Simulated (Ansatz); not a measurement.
Crystal: Te, fcc type, 1 atom in the cell.

Level of theory: PBE, plane waves, PAW datasets (generated soft set 1) (Ansatz 0.2.0 development build).

Cutoff 420 eV; k-mesh 13×13×13 Γ-centred; Fermi–Dirac smearing of 0.0612 eV; no spin polarisation; no spin–orbit coupling.

Task: What equilibrium volume, lattice constant and bulk modulus does this give?

Result: V₀ = 28.249 Å³/atom (a₀ = 4.835 Å), B₀ = 53.0 GPa, B₀′ = 5.03. The points behind the fit:

```json
{"V (Å³/atom)": "26.615", "a (Å)": "4.7395", "E − E(min) (meV/atom)": "17.58", "P (GPa)": "3.67"}
{"V (Å³/atom)": "27.181", "a (Å)": "4.7728", "E − E(min) (meV/atom)": "7.18", "P (GPa)": "2.25"}
{"V (Å³/atom)": "27.748", "a (Å)": "4.8058", "E − E(min) (meV/atom)": "1.50", "P (GPa)": "0.99"}
{"V (Å³/atom)": "28.314", "a (Å)": "4.8382", "E − E(min) (meV/atom)": "0.00", "P (GPa)": "-0.12"}
{"V (Å³/atom)": "28.880", "a (Å)": "4.8703", "E − E(min) (meV/atom)": "2.21", "P (GPa)": "-1.11"}
{"V (Å³/atom)": "29.447", "a (Å)": "4.9019", "E − E(min) (meV/atom)": "7.69", "P (GPa)": "-1.98"}
{"V (Å³/atom)": "30.013", "a (Å)": "4.9331", "E − E(min) (meV/atom)": "16.09", "P (GPa)": "-2.76"}
```

The published all-electron PBE values for this crystal (mean of FLEUR and WIEN2k, k-spacing 0.06 Å⁻¹; Bosoni et al., Nat. Rev. Phys. 6, 45 (2024)) are V₀ = 28.279 Å³/atom, B₀ = 53.5 GPa, B₀′ = 4.83. This run's mesh is coarser (spacing 0.17 Å⁻¹), so part of any difference comes from k-sampling.

The stress includes the program's correction for the finite plane-wave basis.

This cubic structure is a model: it isn't the usual form of the substance at ambient conditions, and such phases are metastable or hypothetical. The k-mesh is modest, so these values aren't fully converged in k.
